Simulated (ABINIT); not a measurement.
Crystal: WC (Qusongite).

```
W C
1.0
     2.90650    0.00000    0.00000
    -1.45325    2.51710    0.00000
     0.00000    0.00000    2.83660
W C
1 1
Direct
  0.00000 0.00000 0.00000
  0.66667 0.33333 0.50000
```

Program: ABINIT 10.8.3 (patched build). Alike in all runs: no spin polarisation; cell as given; smearing fermi-dirac 0.05 eV.

Q: Order these runs on this cell by their pressure, lowest first.
A. level SOGGA; potentials or basis JTH PAW PBE v2.0; k mesh 10 × 10 × 9; cutoff (eV) 517; fine-grid cutoff 1034.03 eV
B. level LDA; potentials or basis JTH PAW LDA v2.0; k mesh 8 × 8 × 7; cutoff (eV) 544; fine-grid cutoff 1088.46 eV
C. level WC; potentials or basis JTH PAW PBE v2.0; k mesh 10 × 10 × 9; cutoff (eV) 517; fine-grid cutoff 1034.03 eV
D. level r2SCAN; potentials or basis JTH PAW PBE v2.0; k mesh 13 × 13 × 12; cutoff (eV) 626; fine-grid cutoff 1224.51 eV

A: B (-10.2 GPa), A (-5.0 GPa), C (-0.7 GPa), D (3.3 GPa).

Caveats: the PAW data sets were made with another functional, which shifts forces and pressure a little (some runs).
